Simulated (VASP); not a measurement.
Output of a VASP run:

### OSZICAR
```
...
DAV:   7    -0.463643865605E+02   -0.11910E+01   -0.24190E+00   688   0.137E+01    0.438E+00
DAV:   8    -0.462081542263E+02    0.15623E+00   -0.21890E+00   720   0.152E+01    0.244E+00
DAV:   9    -0.456553850454E+02    0.55277E+00   -0.83619E-01   680   0.104E+01    0.120E+00
DAV:  10    -0.457961708982E+02   -0.14079E+00   -0.89108E-02   720   0.333E+00    0.758E-01
DAV:  11    -0.458537249564E+02   -0.57554E-01   -0.12478E-02   752   0.106E+00    0.631E-01
DAV:  12    -0.458500822030E+02    0.36428E-02   -0.10537E-02   736   0.888E-01    0.371E-01
DAV:  13    -0.458494544842E+02    0.62772E-03   -0.95187E-03   768   0.721E-01    0.639E-02
DAV:  14    -0.458495577150E+02   -0.10323E-03   -0.40206E-04   728   0.254E-01    0.559E-02
DAV:  15    -0.458494772882E+02    0.80427E-04   -0.17511E-04   792   0.162E-01    0.505E-02
DAV:  16    -0.458497549908E+02   -0.27770E-03   -0.24405E-04   640   0.146E-01    0.135E-02
DAV:  17    -0.458497519481E+02    0.30427E-05   -0.19736E-05   968   0.349E-02    0.544E-03
DAV:  18    -0.458497533153E+02   -0.13673E-05   -0.25398E-06   544   0.161E-02    0.238E-03
DAV:  19    -0.458497531875E+02    0.12783E-06   -0.83292E-07   512   0.114E-02
   1 F= -.45849753E+02 E0= -.45849753E+02  d E =-.458498E+02
       N       E                     dE             d eps       ncg     rms          rms(c)
DAV:   1    -0.460208764891E+02   -0.17112E+00   -0.66281E+00   760   0.281E+01    0.465E+00
DAV:   2    -0.458614022989E+02    0.15947E+00   -0.60221E-01   768   0.705E+00    0.189E+00
DAV:   3    -0.458377821446E+02    0.23620E-01   -0.10383E-01   968   0.296E+00    0.331E-01
DAV:   4    -0.458394987145E+02   -0.17166E-02   -0.14116E-02  1096   0.109E+00    0.342E-01
DAV:   5    -0.458395634811E+02   -0.64767E-04   -0.37664E-03   912   0.567E-01    0.111E-01
DAV:   6    -0.458399953718E+02   -0.43189E-03   -0.27251E-03   640   0.697E-01    0.122E-01
DAV:   7    -0.458413585773E+02   -0.13632E-02   -0.18939E-03   904   0.425E-01    0.188E-02
DAV:   8    -0.458414112043E+02   -0.52627E-04   -0.64602E-05   720   0.854E-02    0.154E-02
DAV:   9    -0.458414153290E+02   -0.41247E-05   -0.14108E-05   920   0.328E-02    0.321E-03
DAV:  10    -0.458414203580E+02   -0.50291E-05   -0.22445E-06   496   0.205E-02    0.307E-03
DAV:  11    -0.458414213619E+02   -0.10039E-05   -0.97613E-07   360   0.115E-02    0.109E-03
DAV:  12    -0.458414217729E+02   -0.41101E-06   -0.19156E-07   320   0.423E-03
   2 F= -.45841422E+02 E0= -.45841422E+02  d E =0.833141E-02
       N       E                     dE             d eps       ncg     rms          rms(c)
DAV:   1    -0.459259154263E+02   -0.84494E-01   -0.25141E+00   744   0.172E+01    0.293E+00
DAV:   2    -0.458631702240E+02    0.62745E-01   -0.21776E-01   760   0.427E+00    0.113E+00
DAV:   3    -0.458534307695E+02    0.97395E-02   -0.39820E-02   992   0.184E+00    0.201E-01
DAV:   4    -0.458545023852E+02   -0.10716E-02   -0.42808E-03  1000   0.617E-01    0.218E-01
DAV:   5    -0.458545478678E+02   -0.45483E-04   -0.20678E-03   936   0.399E-01    0.581E-02
DAV:   6    -0.458549905971E+02   -0.44273E-03   -0.87267E-04   640   0.385E-01    0.575E-02
DAV:   7    -0.458553238561E+02   -0.33326E-03   -0.40060E-04   944   0.191E-01    0.121E-02
DAV:   8    -0.458553437654E+02   -0.19909E-04   -0.24785E-05   832   0.610E-02    0.666E-03
DAV:   9    -0.458553482450E+02   -0.44796E-05   -0.70138E-06   872   0.237E-02    0.153E-03
DAV:  10    -0.458553484340E+02   -0.18903E-06   -0.39295E-07   376   0.767E-03
   3 F= -.45855348E+02 E0= -.45855348E+02  d E =-.559525E-02
```

### OUTCAR
```
------------------------ aborting loop because EDIFF is reached ----------------------------------------
  FORCE on cell =-STRESS in cart. coord.  units (eV):
  Direction    XX          YY          ZZ          XY          YZ          ZX
  --------------------------------------------------------------------------------------
  Total       -0.0005474     -0.0005474     -0.0005474     -0.0000000     -0.0000000      0.0000000
  in kB       -0.0265719     -0.0265719     -0.0265719     -0.0000000     -0.0000000      0.0000000
  external PRESSURE =      -0.0265719 kB  Pullay stress =       0.0000000 kB
  volume of cell :       33.01
      direct lattice vectors                 reciprocal lattice vectors
     0.000000000  2.545986755  2.545986755    -0.196387510  0.196387510  0.196387510
     2.545986755  0.000000000  2.545986755     0.196387510 -0.196387510  0.196387510
     2.545986755  2.545986755  0.000000000     0.196387510  0.196387510 -0.196387510
 POSITION                                       TOTAL-FORCE (eV/Angst)
 -----------------------------------------------------------------------------------
      0.00000      0.00000      0.00000         0.000000      0.000000      0.000000
      1.27299      1.27299      1.27299        -0.000000     -0.000000      0.000000
      3.81898      3.81898      3.81898         0.000000      0.000000     -0.000000
 -----------------------------------------------------------------------------------
    total drift:                                0.000000      0.000000      0.000000
  FREE ENERGIE OF THE ION-ELECTRON SYSTEM (eV)
  ---------------------------------------------------
  free  energy   TOTEN  =       -45.8553484340 eV

  energy  without entropy=      -45.8553484340  energy(sigma->0) =      -45.85534843

 reached required accuracy - stopping structural energy minimisation
```
(Selected blocks of OUTCAR.)

**POSCAR**
```
ZrO2
1
   -0.0000000000     2.5336762499     2.5336762499
    2.5336762499     0.0000000000     2.5336762499
    2.5336762499     2.5336762499    -0.0000000000
Zr O
1 2
Direct
  0.0000000000   0.0000000000   0.0000000000
  0.2500000000   0.2500000000   0.2500000000
  0.7500000000   0.7500000000   0.7500000000
```

Problem. Write an INCAR and KPOINTS that could have produced this output.

Solution. One answer among several that fit: the input of the run itself, r2SCAN meta-GGA, plane waves, VASP's PBE PAW potentials (set 64).

INCAR:
```
! general
SYSTEM  = ZrO2
PREC    = Accurate
ENCUT   = 520   ! plane-wave cut-off (eV)
LREAL   = .False.
LASPH   = .True.   ! aspherical one-centre terms

! electronic loop
EDIFF   = 1E-6   ! SCF stop (eV)
NELM    = 100
ALGO    = Normal   ! blocked Davidson
LMAXMIX = 4
LMIXTAU = .True.

! smearing
ISMEAR  = 0   ! Gaussian
SIGMA   = 0.05   ! width (eV)

! functional
METAGGA = R2SCAN

! ions
IBRION  = 2
NSW     = 60
ISIF    = 3   ! ions, shape and volume
EDIFFG  = -0.02

! output
LWAVE   = .False.
LCHARG  = .False.
```

KPOINTS:
```
Automatic
0
gamma
 7 7 7
0 0 0
```

POTCAR, in this order: Zr_sv O (PBE.64 set). Program: vasp_std.

The compound is ZrO2 in the fluorite structure, the high-temperature cubic form, which is unstable at 0 K; the monoclinic form is the stable one. This run relaxes it. Symmetry was kept, so distortions that lower it aren't found. The start is the result of an earlier pass.
